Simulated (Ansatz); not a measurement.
# Fermi surface of Si (I4_1/amd)

```xyz
2
Lattice="-2.3922 2.3922 1.3124 2.3922 -2.3922 1.3124 2.3922 2.3922 -1.3124" Properties=species:S:1:pos:R:3 pbc="T T T"
Si    2.3922    0.0000    0.6562
Si    0.0000    0.0000    1.3124
```

The conventional cell has a = 4.784 Å, b = 4.784 Å, c = 2.625 Å, α = 90.00°, β = 90.00°, γ = 90.00°. Si (atom 1) has 6 Si at 2.48 to 2.62 Å as nearest neighbours.

Unless marked otherwise, the numbers come from PBEsol, all-electron LAPW in Ansatz 0.2.0, scalar-relativistic. k mesh 16×16×16, fine mesh 24×24×24, Fermi-Dirac smearing of 0.080 eV, basis error target 1 meV/atom. The cell was relaxed by PAW under this functional. The structure is one entry of a database and needn't be the stable phase.

Levels and slopes are solved on a 24×24×24 mesh, and each state is taken as quadratic over its cell.

Task: What is the density of states at the Fermi level, and which bare Sommerfeld coefficient follows?

Result: N(E_F) = 0.357 states/eV/atom (both spins), so γ = (π²/3) k_B² N(E_F) = 0.841 mJ/(mol-atom K²) without electron-phonon or spin-fluctuation enhancement.

Task: What Drude plasma energy and σ/τ do the band velocities give?

Result: (ħω_p,α)² = (e²/ε₀VN_k) Σ_nkσ (∂E/∂k_α)² δ(E − E_F) gives ħω_p = (10.48, 10.48, 11.16) eV along x, y, z, and σ/τ = ε₀ω_p² = 22.4×10²⁰ Ω⁻¹m⁻¹s⁻¹ along x. Weighted by the density of states, the mean Fermi speed is 1.29×10⁶ m/s; the surface has an area of 25 Å⁻² for each spin direction.

Task: Which bands cross the Fermi level, and what do they carry?

Result: 

| band | filled part | N (states/eV/cell) | speed (10⁶ m/s) | 5th to 95th percentile | area (Å⁻²) | filling |
| --- | --- | --- | --- | --- | --- | --- |
| 1 | 0.99 | 0.0458 | 1.04 | 0.70 to 1.34 | 1.3 | nearly full |
| 2 | 0.75 | 0.304 | 1.4 | 0.59 to 1.96 | 11.6 | partly filled |
| 3 | 0.25 | 0.364 | 1.22 | 0.53 to 1.99 | 12.1 | partly filled |

Task: Map the plane k₃ = 1/2 of the mesh: how many bands lie under the Fermi level at each point, counted from the least on the plane?

Result: k₁ runs to the right and k₂ upwards, each from −½ to ½ with 0 in the middle (the axes needn't be at right angles):
```
222222333323333333333222
222222233322333333333322
222222223322233333333332
222222222332222223333333
322222222222222222333333
332222222222222222233333
333222222222122222223333
333322222222111222222333
233332222222111122222333
222232222222111112222333
332222222222111112222333
333222211111011111222233
333322221111122222222223
233322221111122222223222
233322222111122222223333
333322222211122222222333
333332222222122222222233
333333222222222222222223
333333322222222222222222
233333332222223322222222
223333333333222332222222
222333333333322333222222
222233333333332333322222
222223333223332233332222
```

Task: On PAW files the program sums the optical response inside the mesh cells, interband lines and its own Drude term. Where does ε₁ rise through zero (a sharp plasmon if ε₂ is small there), and how much light is reflected?

Result: 

```
Fine mesh                         : 24, 24, 24
Window top                        : 25 eV
Line width                        : 0.2 eV
Drude damping                     : 0.1 eV
ε₁ rises through zero at x        : 18.42 eV
ε₂ there x                        : 0.06
ε₁ rises through zero at z        : 18.34 eV
ε₂ there z                        : 0.04
Plasma energy (x, y, z)           : 10.49, 10.49, 11.01 eV
Reflectivity at 1 eV, x-polarised : 0.915
Reflectivity at 2 eV, x-polarised : 0.6833
Reflectivity at 3 eV, x-polarised : 0.7547
```

The plasma energy here is the program's own sum at the run's smearing; it differs from the value above by up to 1 %, through mesh and smearing.

Task: What does PAW give for the same cell?

Result: N(E_F) = 0.357 states/eV/atom and ħω_p,x = 10.48 eV.

Limits of these numbers: these sums move with the mesh, by several per cent and more for small sheets; frozen-core PAW files fitted under PBE, their cores solved anew for the functional of the run.
